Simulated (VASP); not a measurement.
# Ag (P6_3/mmc) in VASP: further runs

One crystal, Ag, is run at these levels: PBEsol; tasks: single point, relaxation of cell and atoms.

All numbers are computed with VASP 6.6.1; they aren't measurements. Logs are shortened: lines on timing, memory, paths and dates and some standing lists are left out, and cuts for length are marked.

**1. The structure**

It takes space group P6_3/mmc (No. 194, hexagonal). Conventional cell: a = 2.934 Å, b = 2.934 Å, c = 4.799 Å, α = 90.00°, β = 90.00°, γ = 120.00°. Around Ag (site symmetry -6m2) lie 12 Ag at 2.93 to 2.94 Å.

This isn't the form of Ag at room conditions, which is fcc.

**2. Single point, PBEsol (relaxed again under DFT PBEsol, scalar-relativistic, plane waves, PAW)**

INCAR

```
SYSTEM = Ag
PREC = Accurate ; ENCUT = 520
EDIFF = 1E-6 ; ISMEAR = 0
SIGMA = 0.1 ; LREAL = .False.
LASPH = .True. ; NELM = 100
ALGO = Fast ; ISIF = 2
LWAVE = .False. ; LCHARG = .False.
GGA = PS ; NBANDS = 18
```

KPOINTS

```
regular mesh
0
Gamma
  18 18 10
  0 0 0
```

POSCAR

```
Ag
1.0
    2.8669740859      0.0000000000      0.0000000000
   -1.4334870430      2.4828723903      0.0000000000
    0.0000000000      0.0000000000      4.6909793790
Ag
2
Direct
    0.3333333333      0.6666666667      0.2500000000
    0.6666666667      0.3333333333      0.7500000000
```

Potentials or basis: VASP PAW PBE potentials, release 64 (Ag).

Launch:

```console
$ cat potpaw_PBE.64/Ag/POTCAR > POTCAR
$ mpirun -np 1 vasp_std > vasp.out
```

OUTCAR:

```text
SYSTEM = Ag
   PREC = Accurate
   ENCUT = 520
   EDIFF = 1E-6
   ISMEAR = 0
   LREAL = .False.
   LASPH = .True.
   NELM = 100
   ISIF = 2
   GGA = PS

 ion  position               nearest neighbor table
   1  0.333  0.667  0.250-   2 2.87   2 2.87   2 2.87   2 2.87   2 2.87   2 2.87
   2  0.667  0.333  0.750-   1 2.87   1 2.87   1 2.87   1 2.87   1 2.87   1 2.87

  LATTYP: Found a hexagonal cell.
 ALAT       =     2.8669740859
 C/A-ratio  =     1.6362126892

  Lattice vectors:

 A1 = (   2.8669740859,   0.0000000000,   0.0000000000)
 A2 = (  -1.4334870430,   2.4828723903,   0.0000000000)
 A3 = (   0.0000000000,   0.0000000000,   4.6909793790)

Analysis of symmetry for initial positions (statically):
=====================================================================
 Subroutine PRICEL returns:
 Original cell was already a primitive cell.

 Routine SETGRP: Setting up the symmetry group for a
 hexagonal supercell.

 Subroutine GETGRP returns: Found 24 space group operations
 (whereof 12 operations were pure point group operations)
 out of a pool of 24 trial point group operations.

The static configuration has the point symmetry D_3d.
 The point group associated with its full space group is D_6h.

Analysis of symmetry for dynamics (positions and initial velocities):
=====================================================================
 Subroutine PRICEL returns:
 Original cell was already a primitive cell.

 Routine SETGRP: Setting up the symmetry group for a
 hexagonal supercell.

 Subroutine GETGRP returns: Found 24 space group operations
 (whereof 12 operations were pure point group operations)
 out of a pool of 24 trial point group operations.

The dynamic configuration has the point symmetry D_3d.
 The point group associated with its full space group is D_6h.

 Subroutine INISYM returns: Found 24 space group operations
 (whereof 12 operations are pure point group operations),
 and found     1 'primitive' translations

----------------------------------------------------------------------------------------

                                     Primitive cell

  volume of cell :      33.3919

  direct lattice vectors                    reciprocal lattice vectors
     2.866974086  0.000000000  0.000000000     0.348799804  0.201379661  0.000000000
    -1.433487043  2.482872390  0.000000000     0.000000000  0.402759322  0.000000000
     0.000000000  0.000000000  4.690979379     0.000000000  0.000000000  0.213175100

  length of vectors
     2.866974086  2.866974086  4.690979379     0.402759322  0.402759322  0.213175100

  position of ions in fractional coordinates (direct lattice)
[... 82 lines left out ...]
   NSW    =      0    number of steps for IOM
   IBRION =     -1    ionic relax: 0-MD 1-quasi-New 2-CG
   NFREE  =      0    steps in history (QN), initial steepest desc. (CG)
   ISIF   =      2    stress and relaxation
   ISYM   =      2    0-nonsym 1-usesym 2-fastsym
   POTIM  = 0.5000    time-step for ionic-motion
   TEBEG  =    0.0;   TEEND  =   0.0 temperature during run
   PSTRESS=    0.0 pullay stress
   NELECT =      22.0000    total number of electrons
   NUPDOWN=      -1.0000    fix difference up-down
   EMIN   =  10.00;   EMAX   =-10.00  energy-range for DOS
   EFERMI =   0.00;   METHOD = LEGACY
   ISMEAR =     0;   SIGMA  =   0.10  broadening in eV -4-tet -1-fermi 0-gaus
   EFERMI_NEDOS =   21; number of points for ismear=-14 and -15
   IALGO  =     68    algorithm
   IMIX   =      4    mixing-type and parameters
     AMIX     =   0.40;   BMIX     =  1.00
     AMIX_MAG =   1.60;   BMIX_MAG =  1.00
  volume/ion in A,a.u.               =      16.70       112.67
  Fermi-wavevector in a.u.,A,eV,Ry     =   1.424520  2.691952 27.609714  2.029257
  Thomas-Fermi vector in A             =   2.545002
   LORBIT       =      0    0 simple, 1 ext, 2 COOP (PROOUT), +10 PAW based schemes
   GGA     = PS    functional components
   LHFCALC =     F    Hartree Fock is set to
   AEXX    =    0.0000 exact exchange contribution
   IVDW    =     0    specifies the selected vdW correction
   LEPSILON=     F    determine dielectric tensor
   LRPA    =     F    only Hartree local field effects (RPA)
 non-spin polarized calculation
 RMM-DIIS sequential band-by-band and
 Gauss-broadening in eV      SIGMA  =   0.10
  energy-cutoff  :      520.00
  volume of cell :       33.39
 maximum number of plane-waves:       917
 NGX is ok and might be reduce to    24
   NGX = 11   NGY = 11   NGZ = 17

 number of electron      21.9999997 magnetization

 Free energy of the ion-electron system (eV)
  ---------------------------------------------------
  ext. energy  EPLUGINS =         0.00000000
  ---------------------------------------------------
  free energy    TOTEN  =        -6.60541694 eV

  energy without entropy =       -6.60083973  energy(sigma->0) =       -6.60312833

 E-fermi :   8.4809     XC(G=0): -12.5366

 val. band max:        8.4762840191   @ k =   0.3889   0.1111   0.3000
 cond. band min:       8.4911519327   @ k =   0.3889   0.0556   0.5000
 fundamental gap:      0.0148679135
 Fermi energy:         8.4808614482

 k-point     1 :       0.0000    0.0000    0.0000
  band No.  band energies     occupation
      1       0.5393      2.00000
      2       1.9973      2.00000
      3       3.6659      2.00000
      4       3.7734      2.00000
      5       3.7734      2.00000
      6       4.0228      2.00000
[... 481 lines left out ...]
      5       4.0021      2.00000
      6       4.2085      2.00000
[... 10 lines left out ...]
     17      19.7036      0.00000
     18      23.7270      0.00000

 [... further k-points ...]

------------------------ aborting loop because EDIFF is reached ----------------------------------------

  FORCE on cell =-STRESS in cart. coord.  units (eV):
  Direction    XX          YY          ZZ          XY          YZ          ZX
  --------------------------------------------------------------------------------------
  -------------------------------------------------------------------------------------
  Total       -0.0582978     -0.0582978     -0.0572586      0.0000000      0.0000000      0.0000000
  in kB       -2.7971861     -2.7971861     -2.7473224      0.0000000      0.0000000      0.0000000
  external PRESSURE =      -2.7805649 kB  Pullay stress =       0.0000000 kB

 VOLUME and BASIS-vectors are now :
 -----------------------------------------------------------------------------
  energy-cutoff  :      520.00
  volume of cell :       33.39
      direct lattice vectors                 reciprocal lattice vectors
     2.866974086  0.000000000  0.000000000     0.348799804  0.201379661  0.000000000
    -1.433487043  2.482872390  0.000000000     0.000000000  0.402759322  0.000000000
     0.000000000  0.000000000  4.690979379     0.000000000  0.000000000  0.213175100

 POSITION                                       TOTAL-FORCE (eV/Angst)
 -----------------------------------------------------------------------------------
     -0.00000      1.65525      1.17274         0.000000     -0.000000      0.000000
      1.43349      0.82762      3.51823        -0.000000      0.000000      0.000000
 -----------------------------------------------------------------------------------
    total drift:                               -0.000000      0.000000     -0.000000

  FREE ENERGIE OF THE ION-ELECTRON SYSTEM (eV)
  ---------------------------------------------------
  free  energy   TOTEN  =        -6.6054169352 eV

  energy  without entropy=       -6.6008397258  energy(sigma->0) =       -6.60312833
```

OSZICAR:

```text
N       E                     dE             d eps       ncg     rms          rms(c)
DAV:   1     0.125479820534E+03    0.12548E+03   -0.11827E+04  7992   0.122E+03
DAV:   2    -0.522051244580E+01   -0.13070E+03   -0.12450E+03  8274   0.271E+02
DAV:   3    -0.730900278334E+01   -0.20885E+01   -0.20813E+01  9340   0.386E+01
DAV:   4    -0.731506242174E+01   -0.60596E-02   -0.60591E-02  8846   0.204E+00
DAV:   5    -0.731511007642E+01   -0.47655E-04   -0.47654E-04  8852   0.192E-01    0.829E+00
RMM:   6    -0.663367277839E+01    0.68144E+00   -0.15546E+00  7996   0.102E+01    0.490E+00
RMM:   7    -0.661335143059E+01    0.20321E-01   -0.28643E-02  8348   0.168E+00    0.279E+00
RMM:   8    -0.660545889046E+01    0.78925E-02   -0.27491E-03  8514   0.492E-01    0.279E-01
RMM:   9    -0.660541904540E+01    0.39845E-04   -0.48791E-04  8787   0.180E-01    0.844E-02
RMM:  10    -0.660541705567E+01    0.19897E-05   -0.66745E-05  8863   0.616E-02    0.490E-02
RMM:  11    -0.660541656953E+01    0.48614E-06   -0.14651E-05  8006   0.231E-02    0.195E-02
RMM:  12    -0.660541693517E+01   -0.36564E-06   -0.54814E-06  7818   0.175E-02
   1 F= -.66054169E+01 E0= -.66031283E+01  d E =-.457721E-02
```

It took 47 s on 1 thread of Intel Xeon 6975P-C (Granite Rapids), shared host; peak memory 0.23 GiB.

Results:

```yaml
Free_energy: -6.6054 eV
Pressure: -0.3 GPa
Band_gap_on_the_k_mesh: none (metal or under the smearing width)
```

Caveat: the PAW data sets were made with another functional, which shifts forces and pressure a little.

**3. Relaxation of cell and atoms, PBEsol**

INCAR

```
PREC = Accurate
ENCUT = 600
EDIFF = 1E-6
ISMEAR = 0
SIGMA = 0.1
LREAL = False
LASPH = True
NELM = 100
ALGO = Fast
ISIF = 3
LWAVE = False
LCHARG = False
GGA = PS
IBRION = 2
NSW = 70
EDIFFG = -0.005
```

KPOINTS

```
regular mesh
0
Gamma
  18 18 10
```

POSCAR

```
Ag
1.0
    2.9341772423      0.0000000000      0.0000000000
   -1.4670886212      2.5410720311      0.0000000000
    0.0000000000      0.0000000000      4.7990771582
Ag
2
Direct
    0.3333333333      0.6666666667      0.2500000000
    0.6666666667      0.3333333333      0.7500000000
```

Potentials or basis: VASP PAW PBE potentials, release 64 (Ag).

Launch:

```console
$ cat potpaw_PBE.64/Ag/POTCAR > POTCAR
$ mpirun -np 1 vasp_std > vasp.out
```

OUTCAR:

```text
PREC = Accurate
   ENCUT = 600
   EDIFF = 1E-6
   ISMEAR = 0
   LREAL = False
   LASPH = True
   NELM = 100
   ISIF = 3
   GGA = PS
   IBRION = 2
   NSW = 70
   EDIFFG = -0.005

 ion  position               nearest neighbor table
   1  0.333  0.667  0.250-   2 2.94   2 2.94   2 2.94   2 2.94   2 2.94   2 2.94
   2  0.667  0.333  0.750-   1 2.94   1 2.94   1 2.94   1 2.94   1 2.94   1 2.94

  LATTYP: Found a hexagonal cell.
 ALAT       =     2.9341772423
 C/A-ratio  =     1.6355784814

  Lattice vectors:

 A1 = (   2.9341772423,   0.0000000000,   0.0000000000)
 A2 = (  -1.4670886212,   2.5410720311,   0.0000000000)
 A3 = (   0.0000000000,   0.0000000000,   4.7990771582)

Analysis of symmetry for initial positions (statically):
=====================================================================
[... 385 lines left out ...]
      6       4.0383      2.00000
      7       4.0383      2.00000
      8       4.4155      2.00000
      9       4.4155      2.00000
     10       5.4711      2.00000
     11       5.4711      2.00000
     12       8.0105      2.00000
     13      12.2198      0.00000
     14      24.2401      0.00000
[... 401 lines left out ...]
      2       2.5151      2.00000
      3       2.6089      2.00000
      4       3.6631      2.00000
      5       4.0172      2.00000
      6       4.2242      2.00000
      7       4.2936      2.00000
      8       5.4575      2.00000
      9       5.5999      2.00000
     10       5.6266      2.00000
     11       8.1856      1.99999
     12      11.4273      0.00000
     13      15.2903      0.00000
     14      15.6286      0.00000
     15      17.6681      0.00000

 [... further k-points ...]

------------------------ aborting loop because EDIFF is reached ----------------------------------------

  FORCE on cell =-STRESS in cart. coord.  units (eV):
  Direction    XX          YY          ZZ          XY          YZ          ZX
  --------------------------------------------------------------------------------------
  -------------------------------------------------------------------------------------
  Total       -0.0014779     -0.0014779     -0.0046806      0.0000000      0.0000000      0.0000000
  in kB       -0.0710195     -0.0710195     -0.2249195      0.0000000      0.0000000      0.0000000
  external PRESSURE =      -0.1223195 kB  Pullay stress =       0.0000000 kB
[... 17 lines left out ...]
  FREE ENERGIE OF THE ION-ELECTRON SYSTEM (eV)
  ---------------------------------------------------
  free  energy   TOTEN  =        -6.6068446246 eV

  energy  without entropy=       -6.6022564348  energy(sigma->0) =       -6.60455053

 reached required accuracy - stopping structural energy minimisation
```

CONTCAR:

```text
Ag
   1.00000000000000
     2.8653209512058790    0.0000000000013422    0.0000000000000000
    -1.4326604756506036    2.4814407337971045    0.0000000000000000
     0.0000000000000000    0.0000000000000000    4.6892999343214505
  Ag
     2
Direct
     0.3333333332999970    0.6666666667000030    0.2500000000000000
     0.6666666667000030    0.3333333332999970    0.7500000000000000

  0.00000000E+00  0.00000000E+00  0.00000000E+00
  0.00000000E+00  0.00000000E+00  0.00000000E+00
```

It took 4 min on 1 thread of Intel Xeon 6975P-C (Granite Rapids), shared host; peak memory 0.27 GiB.

What came out:

- Free energy: -6.6068 eV
- Relaxed volume: 16.67 Å³/atom
- Relaxed cell: a = 2.865 Å, b = 2.865 Å, c = 4.689 Å, α = 90.00°, β = 90.00°, γ = 120.00°
- Space group after relaxing (to 0.05 Å): P6_3/mmc (No. 194)
- Energy gained by relaxing: 28.1 meV/atom
- Ionic steps: 15
- Pressure after relaxing: 0.0 GPa
- Band gap on the k mesh: none (metal or under the smearing width)

The path:
```tsv
step	energy change (eV)	largest force (eV/Å)	pressure (GPa)	volume (Å³)
1	0.0000	0.0000	-6.68	35.78
2	-0.0365	0.0000	4.97	32.06
3	-0.0562	0.0000	0.21	33.33
4	-0.0562	0.0000	-0.21	33.40
5	-0.0562	0.0000	-0.19	33.40
6	-0.0562	0.0000	-0.18	33.39
7	-0.0562	0.0000	-0.17	33.39
8	-0.0562	0.0000	-0.15	33.39
9	-0.0562	0.0000	-0.13	33.38
10	-0.0562	0.0000	-0.08	33.37
11	-0.0562	0.0000	-0.07	33.35
12	-0.0562	0.0000	0.05	33.30
13	-0.0562	0.0000	0.07	33.32
14	-0.0562	0.0000	0.05	33.33
15	-0.0562	0.0000	-0.01	33.34
```

Final structure:
```
CELL_PARAMETERS angstrom
2.86532 0.00000 0.00000
-1.43266 2.48144 0.00000
0.00000 0.00000 4.68930
ATOMIC_POSITIONS crystal
Ag 0.33333 0.66667 0.25000
Ag 0.66667 0.33333 0.75000
```

Levels at points of the mesh, in eV from the Fermi level:
```csv
k point,band 8,band 9,band 10,band 11,band 12,band 13,band 14,band 15
"(0.00, 0.00, 0.00)",-4.09,-4.09,-3.03,-3.03,-0.49,3.72,15.74,17.64
"(0.50, 0.00, 0.00)",-2.89,-2.83,-2.74,0.12,1.64,6.98,7.24,9.60
"(0.00, 0.00, 0.50)",-4.60,-3.36,-3.36,-3.36,-3.36,11.29,11.29,16.11
"(0.50, 0.00, 0.50)",-3.09,-2.80,-2.80,0.73,0.73,4.75,4.75,13.81
```

Caveat: the PAW data sets were made with another functional, which shifts forces and pressure a little.
